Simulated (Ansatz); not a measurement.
# BP: the cost of one run

Computed with Ansatz 0.2.0 (DFT PBEsol, all-electron LAPW, scalar-relativistic unless said, unless a step's input says otherwise).

## Step 1: The structure to begin with

It takes space group F-43m (No. 216, cubic). The conventional cell has a = 4.520 Å, b = 4.520 Å, c = 4.520 Å, α = 90.00°, β = 90.00°, γ = 90.00°. B (site symmetry -43m) is surrounded by 4 P at 1.96 Å. P (site symmetry -43m) is surrounded by 4 B at 1.96 Å.

Structure file:

```
B P
1.0
     2.26007    2.26007    0.00000
    -2.26007    2.26007    0.00000
     0.00000    2.26007    2.26007
B P
1 1
Direct
  0.00000 0.00000 0.00000
  0.75000 0.25000 0.50000
```

Cartesian axes are those of the input's lattice vectors. The structure goes back to a database entry.

## Step 2: Reference run, fine mesh, LAPW

The input, input.yaml:

```yaml
crystal:
  lattice:
    - [2.26007185881, 2.26007185881, 0.0]
    - [-2.26007185881, 2.26007185881, 0.0]
    - [0.0, 2.26007185881, 2.26007185881]
  atoms:
    - { symbol: B, position: [0.0, 0.0, 0.0] }
    - { symbol: P, position: [0.75, 0.25, 0.5] }
kpoints:
  mp_grid: { grid: [8, 8, 8] }
scf:
  occupations: { method: fixed }
hamiltonian:
  xc: pbesol
  pseudopotentials: { kind: all_electron, lapw: { basis_error: 0.001 } }
output:
  forces: true
  stress: true
  eigenvalues: true
  eigenstates:
    nscf_kmesh: { grid: [12, 12, 12] }
    de_dk: true
    e_range: [-9, 11.11309115913]
checkpoint:
  write: ck
  write_wavefunctions: false
```

On the command line:

```console
> ansatz run input.yaml --threads 1 --pin off --max-ram 3072MiB --backend cpu --events-out ev --progress --plain --runs-dir out
```

What time and memory should one allow on 1 thread of Arm Neoverse V2, shared host?

About 8.2 s, with a peak of 0.22 GiB.
